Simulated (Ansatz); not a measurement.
Runs of Ansatz 0.2.0 on Ir. It takes space group Fm-3m (No. 225, cubic). Conventional cell: a = 3.831 Å, b = 3.831 Å, c = 3.831 Å, α = 90.00°, β = 90.00°, γ = 90.00°. Ir (site symmetry m-3m) is surrounded by 12 Ir at 2.71 Å. 

```csv
task,level,spin,cell,k mesh,points for each segment of the path,gap on the mesh (eV),pressure (GPa),relaxed volume (Å³/atom)
relaxation of cell and atoms,LDA,off,relaxed,12 × 12 × 12,-,none,0.0,13.82
relaxation of cell and atoms,PBEsol,off,relaxed,12 × 12 × 12,-,none,0.0,(a)
band structure,PBEsol,off,as given,12 × 12 × 12,14,none,-0.7,-
band structure,LDA,"SOC, no magnetisation",as given,9 × 9 × 9,14,none,-5.9,-
```

Alike in all rows: potentials or basis Ansatz PAW; cutoff (eV) 420; smearing fermi-dirac 0.05 eV.

Task: Fill in the values left out.

Result: (a) 14.03.

Caveats: the PAW data sets come from PBE, with cores solved anew for the run's functional, which leaves a small shift of forces and pressure; the plane-wave basis is chosen anew once the cell has moved, so the energies of steps on either side of that aren't comparable (some runs); spin-orbit coupling is left out, which moves the levels of the heavy elements (some runs).

A k mesh can miss the band edges, and rows without SOC leave out spin-orbit coupling on Ir.

A gap of «none» marks a metal or a gap under the smearing width.
